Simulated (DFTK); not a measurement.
# WC (Qusongite) (P-6m2) in DFTK: a series of runs

One crystal, WC (Qusongite), is run at these levels: LDA; tasks: band structure, equation of state.

All numbers are computed with DFTK 0.8.2; they aren't measurements. Logs are shortened: lines on timing, memory, paths and dates and some standing lists are left out, and cuts for length are marked.

### Step 1. The structure

It takes space group P-6m2 (No. 187, hexagonal). Conventional cell: a = 2.907 Å, b = 2.907 Å, c = 2.837 Å, α = 90.00°, β = 90.00°, γ = 120.00°. W (site symmetry -6m2) is surrounded by 6 C at 2.20 Å. C (site symmetry -6m2) has 6 W at 2.20 Å as nearest neighbours.

### Step 2. Band structure, LDA

Input file run.jl:

```julia
using DFTK
using PseudoPotentialData
using Unitful, UnitfulAtomic
using LinearAlgebra, Printf
include("save.jl")
disable_threading()

# lattice vectors are the columns
lattice = austrip(1u"Å") * [        2.9065       -1.45325            0.0;
                      0.0   2.5171028361            0.0;
                      0.0            0.0         2.8366]
symbols   = [:W, :C]
positions = [[0.0, 0.0, 0.0],
             [0.6666666667, 0.3333333333, 0.5]]
pseudopotentials = PseudoFamily("cp2k.nc.sr.lda.v0_1.semicore.gth")
elements = Dict(s => ElementPsp(s, pseudopotentials) for s in unique(symbols))
atoms    = [elements[s] for s in symbols]

build_model(lattice, positions; symmetries=true) =
    model_DFT(lattice, atoms, positions;
              functionals=LDA(),
              temperature=austrip(0.05u"eV"),
              smearing=Smearing.FermiDirac(),
              symmetries)
Ecut  = 57.0  # hartree
kgrid = [10, 10, 9]
tol   = 1e-6
to_GPa = ustrip(uconvert(u"GPa", 1u"hartree/bohr^3"))

model = build_model(lattice, positions)
basis = PlaneWaveBasis(model; Ecut, kgrid)
display(basis)
scfres = self_consistent_field(basis;
                               tol,
                               nbandsalg=AdaptiveBands(model; n_bands_converge=14))
display(scfres.energies)
@printf "Fermi level: %.6f eV\n" ustrip(auconvert(u"eV", something(scfres.εF, NaN)))
forces = compute_forces_cart(scfres)
println("Forces (eV/Å)")
for (s, f) in zip(symbols, forces)
    @printf "%-3s %12.6f %12.6f %12.6f\n" s ustrip.(auconvert.(u"eV/Å", f))...
end
stress = compute_stresses_cart(scfres)
println("Stress (GPa)")
display(round.(stress * to_GPa; digits=4))
println("Levels at the first k-point (eV): ", round.(ustrip.(auconvert.(u"eV", scfres.eigenvalues[1][1:scfres.n_bands_converge])); digits=4))
save_scf!(scfres; forces, stress)

points = Dict("G" => [0.0, 0.0, 0.0], "A" => [0.0, 0.0, 0.5], "H" => [0.3333333333, 0.3333333333, 0.5], "K" => [0.3333333333, 0.3333333333, 0.0], "L" => [0.5, 0.0, 0.5], "M" => [0.5, 0.0, 0.0])
segments = [("G", "M", 6), ("M", "K", 3), ("K", "G", 6), ("G", "A", 5), ("A", "L", 6), ("L", "H", 3), ("H", "A", 6), ("L", "M", 5), ("K", "H", 5)]
kcoords = vcat([[points[a] + t * (points[b] - points[a]) for t in range(0, 1, n)] for (a, b, n) in segments]...)
bands = compute_bands(scfres, ExplicitKpoints(kcoords); n_bands=16, tol=1e-5)
for (k, ε) in zip(bands.basis.kpoints, bands.eigenvalues)
    @printf "%d %8.4f %8.4f %8.4f " k.spin k.coordinate...
    println(join([@sprintf("%9.4f", e) for e in ustrip.(auconvert.(u"eV", ε .- scfres.εF))]))
end
results["band_energies"] = rows(bands.eigenvalues); results["band_kpoints"] = rows(kcoords)
```

Potentials or basis: cp2k.nc.sr.lda.v0_1.semicore.gth (LDA, GTH).

Launch:

```
$ julia --threads=1 run.jl  # save.jl only writes the numbers to a file and isn't shown; printed stress counts tension as positive; times include loading and compiling
```

The program printed:

```text
PlaneWaveBasis discretization:

    Ecut                 : 57.0 Ha
    fft_size             : (40, 40, 40), 64000 total points
    kgrid                : MonkhorstPack([10, 10, 9])
    num.   red. kpoints  : 900
    num. irred. kpoints  : 110

    Discretized Model(lda_x+lda_c_pw, 3D):
        lattice (in Bohr)    : [5.49249   , -2.74624  , 0         ]
                               [0         , 4.75663   , 0         ]
                               [0         , 0         , 5.3604    ]
        unit cell volume     : 140.04 Bohr³

        atoms                : CW
        pseudopot. family    : PseudoFamily("cp2k.nc.sr.lda.v0_1.semicore.gth")

        num. electrons       : 18
        spin polarization    : none
        temperature          : 0.0018375 Ha
        smearing             : DFTK.Smearing.FermiDirac()

        terms                : Kinetic()
                               AtomicLocal()
                               AtomicNonlocal()
                               Ewald(nothing)
                               PspCorrection()
                               Hartree()
                               Xc(lda_x, lda_c_pw)
                               Entropy()
n     Energy            log10(ΔE)   log10(Δρ)   Diag   Δtime
---   ---------------   ---------   ---------   ----   ------
  1   -71.41852530063                    0.22    4.3    45.5s
  2   -74.50331968096        0.49       -0.07    3.0    30.6s
  3   -74.67893359799       -0.76       -0.29    3.9    38.7s
  4   -74.76633232056       -1.06       -1.37    3.8    40.4s
  5   -74.76653469408       -3.69       -1.76    1.1    19.2s
  6   -74.76664626606       -3.95       -2.23    2.0    25.6s
  7   -74.76665610310       -5.01       -3.11    1.6    24.7s
  8   -74.76665647396       -6.43       -3.72    2.2    28.1s
  9   -74.76665649278       -7.73       -4.33    2.3    23.4s
 10   -74.76665649363       -9.07       -4.95    2.2    28.6s
 11   -74.76665649370      -10.13       -5.82    2.4    27.7s
 12   -74.76665649370      -11.59       -6.73    2.9    30.9s
Energy breakdown (in Ha):
    Kinetic             25.3869304
    AtomicLocal         -30.4979628
    AtomicNonlocal      -9.0849673
    Ewald               -66.0113243
    PspCorrection       5.6672816
    Hartree             9.2035832
    Xc                  -9.4301300
    Entropy             -0.0000673

    total               -74.766656493703
Fermi level: 11.489485 eV
Forces (eV/Å)
W       0.000000    -0.000000    -0.000000
C      -0.000000     0.000000     0.000000
Stress (GPa)
3×3 StaticArraysCore.SMatrix{3, 3, Float64, 9} with indices SOneTo(3)×SOneTo(3):
 8.5227  0.0     -0.0
 0.0     8.5227   0.0
 0.0     0.0     10.8208
Levels at the first k-point (eV): [-62.2204, -26.526, -26.4169, -26.4169, -2.8395, 7.1947, 8.169, 8.169, 11.5718, 14.7301, 14.7301, 17.1129, 17.1129, 18.0206]
1   0.0000   0.0000   0.0000  -73.7099 -38.0155 -37.9064 -37.9064 -14.3290  -4.2948  -3.3205  -3.3205   0.0823   3.2406   3.2406   5.6234   5.6234   6.5311  14.4499  16.8409
1   0.1000   0.0000   0.0000  -73.7051 -38.0054 -37.9848 -37.9242 -14.0676  -4.2669  -3.6061  -3.0777  -0.6221   3.1465   4.0291   5.1194   5.4485   7.2702  14.0038  17.3795
1   0.2000   0.0000   0.0000  -73.6926 -38.1860 -37.9788 -37.9704 -13.3475  -4.9796  -3.4148  -2.4120  -1.7878   2.9095   4.1065   5.0607   5.3433   8.8205  13.8287  18.5554
1   0.3000   0.0000   0.0000  -73.6771 -38.4267 -38.0270 -37.9458 -12.3505  -5.9569  -3.1324  -2.7691  -1.5246   2.6334   3.5998   4.7167   6.3225   9.8628  14.7124  17.4330
1   0.4000   0.0000   0.0000  -73.6646 -38.6155 -38.0723 -37.9190 -11.3845  -6.7030  -3.3981  -3.3396  -0.7570   2.4219   4.2228   4.5747   6.7748   9.9755  13.9547  17.3232
1   0.5000   0.0000   0.0000  -73.6598 -38.6863 -38.0895 -37.9087 -10.9439  -7.0041  -3.6135  -3.5550  -0.4561   2.3437   4.5678   4.9149   6.8822   9.7680  12.7933  18.2227
[... 37 lines left out ...]
1   0.3333   0.3333   0.3750  -73.6246 -38.4517 -38.3962 -38.3469 -10.6606  -6.8771  -5.2255  -2.5459  -0.7116   3.9342   6.3773   7.6202   8.1583   9.9064  12.9024  14.3430
1   0.3333   0.3333   0.5000  -73.6196 -38.5429 -38.3818 -38.3328 -10.7638  -7.1921  -5.3892  -1.6206  -0.6404   4.4415   6.5076   7.6427   9.1059  10.1776  11.1900  13.8154
```

Wall time 8.4 min (1 thread of Intel Xeon at 2.50GHz (Skylake/Cascade Lake), shared host); peak memory 2.4 GiB.

Results:

* Free energy: -2034.5044 eV
* Pressure: -9.3 GPa
* Band gap on the k mesh: none (metal or under the smearing width)

Stress tensor (GPa, compression positive):
```
 -8.52   0.00   0.00
  0.00  -8.52   0.00
  0.00   0.00 -10.82
```

Levels at the corners of the path, in eV from the Fermi level:
```csv
point,band 7,band 8,band 9,band 10,band 11,band 12
Γ,-3.32,-3.32,0.08,3.24,3.24,5.62
M,-3.61,-3.55,-0.46,2.34,4.57,4.91
K,-4.55,-3.45,0.61,1.00,2.06,3.28
Γ,-3.32,-3.32,0.08,3.24,3.24,5.62
A,-2.01,-2.01,-0.58,-0.58,3.69,4.54
L,-4.31,-4.16,0.28,4.48,5.36,6.72
H,-5.39,-1.62,-0.64,4.44,6.51,7.64
A,-2.01,-2.01,-0.58,-0.58,3.69,4.54
L,-4.31,-4.16,0.28,4.48,5.36,6.72
M,-3.61,-3.55,-0.46,2.34,4.57,4.91
K,-4.55,-3.45,0.61,1.00,2.06,3.28
H,-5.39,-1.62,-0.64,4.44,6.51,7.64
```

Caveat: GTH potentials come without recommended cutoffs, and this one wasn't checked for convergence; spin-orbit coupling is left out, which moves the levels of the heavy elements.

### Step 3. Equation of state, LDA

Input file run.jl:

```julia
using DFTK
using PseudoPotentialData
using Unitful, UnitfulAtomic
using LinearAlgebra, Printf
include("save.jl")
disable_threading()

lines     = readlines("WC.xyz")
cell_ang  = reshape(parse.(Float64, split(match(r"Lattice=\"([^\"]+)\"", lines[2])[1])), 3, 3)
lattice   = austrip(1u"Å") * cell_ang
symbols   = [Symbol(split(l)[1]) for l in lines[3:end]]
positions = [round.(cell_ang \ parse.(Float64, split(l)[2:4]); digits=9) for l in lines[3:end]]
pseudopotentials = PseudoFamily("cp2k.nc.sr.lda.v0_1.largecore.gth")
elements = Dict(s => ElementPsp(s, pseudopotentials) for s in unique(symbols))
atoms    = [elements[s] for s in symbols]

build_model(lattice, positions; symmetries=true) =
    model_DFT(lattice, atoms, positions;
              functionals=LDA(),
              temperature=austrip(0.05u"eV"),
              smearing=Smearing.FermiDirac(),
              symmetries)
Ecut  = 57.0  # hartree
kgrid = [7, 7, 6]
tol   = 1e-6
to_GPa = ustrip(uconvert(u"GPa", 1u"hartree/bohr^3"))

results["points"] = []
for scale in [0.94, 0.96, 0.98, 1.0, 1.02, 1.04, 1.06]
    println("\n=== scale = ", scale)
    model = build_model(cbrt(scale) * lattice, positions)
    basis = PlaneWaveBasis(model; Ecut, kgrid)
    t0 = time()
    scfres = self_consistent_field(basis;
                                   tol,
                                   nbandsalg=AdaptiveBands(model; n_bands_converge=10))
    seconds = time() - t0
    @printf "SCF: %d iterations, %.1f s\n" scfres.n_iter seconds
    forces = compute_forces_cart(scfres)
    stress = compute_stresses_cart(scfres)
    @printf "V = %.5f Å^3  F = %.8f Ha  max force = %.5f eV/Å  p = %.4f GPa\n" ustrip(auconvert(u"Å^3", model.unit_cell_volume)) scfres.energies.total ustrip(auconvert(u"eV/Å", maximum(norm, forces))) (-tr(stress) / 3 * to_GPa)
    push!(results["points"], save_scf!(scfres; forces, stress, d=Dict{String,Any}("seconds" => seconds, "n_matvec" => get(scfres, :n_matvec, 0))))
end

# third-order Birch-Murnaghan fit in x = V^(-2/3)
V = [0.94, 0.96, 0.98, 1.0, 1.02, 1.04, 1.06] * abs(det(lattice))
E = [p["total"] for p in results["points"]]
x = V .^ (-2 / 3)
c = [x .^ 0 x x .^ 2 x .^ 3] \ E
Δ = c[3]^2 - 3c[2] * c[4]
if Δ > 0
    x0 = (-c[3] + sqrt(Δ)) / 3c[4]
    B0 = 4 / 9 * x0^(7 / 2) * (2c[3] + 6c[4] * x0)
    @printf "V0 = %.4f Å^3  B0 = %.2f GPa\n" ustrip(auconvert(u"Å^3", x0^(-3 / 2))) B0 * to_GPa
end
```

Input file WC.xyz:

```xyz
2
Lattice="2.9065000000 0.0000000000 0.0000000000 -1.4532500000 2.5171028361 0.0000000000 0.0000000000 0.0000000000 2.8366000000" Properties=species:S:1:pos:R:3 pbc="T T T"
W      0.0000000000      0.0000000000      0.0000000000
C      1.4532500001      0.8390342786      1.4183000000
```

Potentials or basis: cp2k.nc.sr.lda.v0_1.largecore.gth (LDA, GTH, large core).

Launch:

```
$ julia --threads=1 run.jl  # save.jl only writes the numbers to a file and isn't shown; printed stress counts tension as positive; times include loading and compiling
```

Wall time 16 min (1 thread of Intel Xeon at 2.50GHz (Skylake/Cascade Lake), shared host); peak memory 1.9 GiB.

The run converged. Its results:

```
Equilibrium volume                        : 10.18 Å³/atom
Bulk modulus at fixed shape and positions : 407 GPa
Pressure derivative of the bulk modulus   : 4.2
```

Energy against volume, from the lowest point:
```csv
volume (Å³/atom),energy (meV/atom)
9.754,24.90
9.961,6.43
10.169,0.00
10.376,4.41
10.584,18.61
10.791,41.58
10.999,72.48
```

Caveat: the k mesh is coarse (spacing up to 0.37 Å⁻¹), so the values aren't converged; GTH potentials come without recommended cutoffs, and this one wasn't checked for convergence; the cell was scaled at fixed shape and fractional positions, which overstates the stiffness of a crystal with free parameters, most of all of layers and chains; this set keeps more shells in the core, which shifts pressures and gaps. Spin-orbit coupling is left out, which matters for the levels of W.
